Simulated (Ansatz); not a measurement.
**Guessed and relaxed cells of Bi2Se3**

The guess for Bi2Se3 was made by a generator: random cell by space group and Wyckoff sites (P4/mmm, No. 123). The dimensions are guesses.

start:

Space group P4/mmm (No. 123). a = 4.089 Å, b = 4.089 Å, c = 8.378 Å, α = 90.00°, β = 90.00°, γ = 90.00°
```tsv
atom	site	symmetry	x	y	z
Bi	1a	4/mmm	0.0000	0.0000	0.0000
Bi	1d	4/mmm	0.5000	0.5000	0.5000
Se	1b	4/mmm	0.0000	0.0000	0.5000
Se	2g	4mm	0.0000	0.0000	0.7624
```

Computed with Ansatz 0.2.0, DFT PBE, scalar-relativistic, plane waves, PAW. Cutoff 420 eV, Gaussian smearing, Γ-centred meshes. Cell and atoms relax first on a coarse mesh and then on a finer one. In between, the cell is made exact in the group found at 0.06 Å. In metals the finer mesh still leaves noise of several meV/atom or more. The steps can't lower the symmetry of their start. No spin polarisation.

end:

Space group P4/mmm (No. 123). a = 4.158 Å, b = 4.158 Å, c = 10.776 Å, α = 90.00°, β = 90.00°, γ = 90.00°
| atom | site | symmetry | x | y | z |
| --- | --- | --- | --- | --- | --- |
| Bi | 1a | 4/mmm | 0.0000 | 0.0000 | 0.0000 |
| Bi | 1d | 4/mmm | 0.5000 | 0.5000 | 0.5000 |
| Se | 1b | 4/mmm | 0.0000 | 0.0000 | 0.5000 |
| Se | 2g | 4mm | 0.0000 | 0.0000 | 0.7579 |

The symmetry stays P4/mmm (No. 123). The volume per atom grows by 33.0 %, from 28.0 to 37.3 Å³. The shortest distance goes from 1.99 Å (Bi–Se) to 2.61 Å (Bi–Se). The ratio c/a of the conventional cell changes by a factor of 1.26. The energy falls by about 2.2 eV/atom (the start's value is from the coarse mesh).

| Quantity | Value |
| --- | --- |
| Volume per atom | 37.26 Å³ |
| Density | 5.84 g/cm³ |
| Formation energy | +0.41 eV/atom |
| Gap on the 10×10×4 mesh of the 5-atom cell | 0 eV (a metal) |

Formation energies are uncorrected and refer to the elements' standard structures at the same level. It can't be a ground state, since the elements alone are lower.

The last run used Gaussian smearing of 0.10 eV. Spin–orbit coupling, which can matter for Bi, is left out. The reference form of Se is held partly by dispersion forces, which this level lacks. Symmetry constrained the relaxation, so the result can be a saddle point. In all, the 3 runs took 4.4 min on 1 thread of Intel(R) Xeon(R) Platinum 8488C (Sapphire Rapids), on a shared host. Another cell of Bi2Se3 relaxed alike, in R-3m (a cell as deposited in COD), lies 0.80 eV/atom lower, so this cell isn't the stable form at this level.
